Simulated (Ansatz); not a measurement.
Computed properties of V

```
V
1.0
     0.00000    2.73348    2.73348
     2.73348    0.00000    2.73348
     2.73348    2.73348    0.00000
V
2
Direct
  0.00000 0.00000 0.00000
  0.25000 0.25000 0.25000
```

Atom numbers follow the list: V1, V2.

The cell was built from the diamond type and relaxed in the same program, and has space group Fd-3m; it needn't be a known or the stable phase.

Other magnetic orders may lie lower; this is the state that the run reached.

All numbers are computed: DFT, PBE, all-electron LAPW, scalar-relativistic (Ansatz 0.2.0); DFT, PBE, all-electron PAW with datasets made for the crystal, scalar-relativistic (Ansatz 0.2.0).

For LAPW: a Γ-centred 10×10×10 k mesh, Fermi–Dirac smearing of 0.08 eV, basis error target 1 meV/atom, spin-polarised from start moments V1 1.5, V2 1.5 μB. The crystal-made all-electron datasets (AE datasets) take a cutoff of 340 eV at this cell. The Ansatz runs share mesh, smearing and spin set-up. Values come from LAPW unless marked.

```json
{"Volume per atom": "20.42 Å³", "Pressure at this cell": "-0.01 GPa"}
```

Task: Moments in the spheres: what does the calculation give?

Result: V1 1.59 μB.

Task: Predict this quantity. Moment of the cell.

Result: 3.74 μB.

Task: Predict this quantity. Band gap.

Result: none: bands cross the Fermi level, a metal.

Task: Give the computed value. Density of states at the Fermi level (0.2 eV bin).

Result: 2.76 states/eV per cell.

Task: Contact hyperfine fields (crystal-made datasets): what does the calculation give?

Result: V1 49.1 T, core polarisation included, positive along the moment of the spin-up electrons.
